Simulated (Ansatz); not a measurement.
## TiAl3: moving Ti off its site

TiAl3, Pmm2, a = 2.781 Å, b = 4.671 Å, c = 4.893 Å. This isn't the usual stable structure of the compound. Ansatz: PBEsol, PAW, 420 eV, Γ-centred 18×10×10 mesh on 4 atoms, Gaussian smearing 0.15 eV; no spin polarisation.

```xyz
4
Lattice="2.7814 0.0000 0.0000 0.0000 4.6711 0.0000 0.0000 0.0000 4.8934" Properties=species:S:1:pos:R:3 pbc="T T T"
Ti    0.0000    2.3355    0.7984
Al    1.3907    2.3355    3.2494
Al    1.3907    0.0000    1.6300
Al    0.0000    0.0000    4.1089
```

Atom 1 (Ti) moves by x along the unit vector (1.000, 0.000, 0.000), with its periodic images; all else is held. y is the free energy of the cell over the start, F the force along the path summed over the moved atoms. Symmetry makes y even in x.

| x (Å) | y (meV) | F (eV/Å) |
| --- | --- | --- |
| -0.4500 | 446.9 | 1.84 |
| -0.2250 | ? | ? |
| 0.0000 | 0.0 | 0.00 |
| 0.1125 | 29.8 | -0.53 |
| 0.1688 | 66.8 | -0.78 |
| 0.2813 | 182.4 | -1.26 |
| 0.3375 | 259.4 | -1.48 |
| 0.3938 | 348.1 | -1.67 |

Task: Fit y = c2 x² + c4 x⁴ to the energies of the other rows, give the force constant, and predict energy and force of the missing row.

Result: Least squares on the rows shown. y = 2367.8 x² − 794.13 x⁴. The force constant is 2 c2 = 4.74 eV/Å² (for all images moving together, not for a lone atom). The force −dy/dx at the missing row is 1.03 eV/Å (computed 1.03). At x = -0.2250 the fit asked for gives 117.8 meV. The run gave 117.8 meV, the same to the digits shown.

Cost: 8 runs of about 5.3 core-minutes in all, on Intel Xeon Platinum 8488C (Sapphire Rapids) (shared hosts).